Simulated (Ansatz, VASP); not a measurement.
**One calculation of PbO2, two programs**

```
Pb O
1.0
     0.00000    2.73755    2.73755
     2.73755    0.00000    2.73755
     2.73755    2.73755    0.00000
Pb O
1 2
Direct
  0.00000 0.00000 0.00000
  0.75000 0.75000 0.75000
  0.25000 0.25000 0.25000
```

Change from the starting cell: volume scaled by 1.04.

Alike in both runs: task single point; functional PBEsol; k mesh 9 × 9 × 9; occupations fermi-dirac, width 0.05 eV; no spin polarisation.

|  | VASP | Ansatz |
| --- | --- | --- |
| version | VASP 6.6.1 | Ansatz 0.2.0 |
| potentials or method | VASP PAW PBE potentials, release 64 (Pb_d, O) | Ansatz PAW |
| plane-wave cutoff (eV) | 520 | 420 |
| valence electrons in the cell | 26 | 26 |

```tsv
	VASP	Ansatz	Ansatz less VASP
gap on the k mesh at the Fermi level (eV)	none	none	-
pressure (GPa)	-10.0	-10.1	-0.14
```

A gap of «none» marks a metal or a gap that the smearing closes.

Caveats: the PAW data sets were made with another functional, which shifts forces and pressure a little (VASP); the pressure holds a Pulay correction of +0.6 GPa for the finite cutoff (Ansatz); the PAW data sets come from PBE, with cores solved anew for the run's functional, which leaves a small shift of forces and pressure (Ansatz). The runs have no spin-orbit coupling, so splittings on Pb are missing.
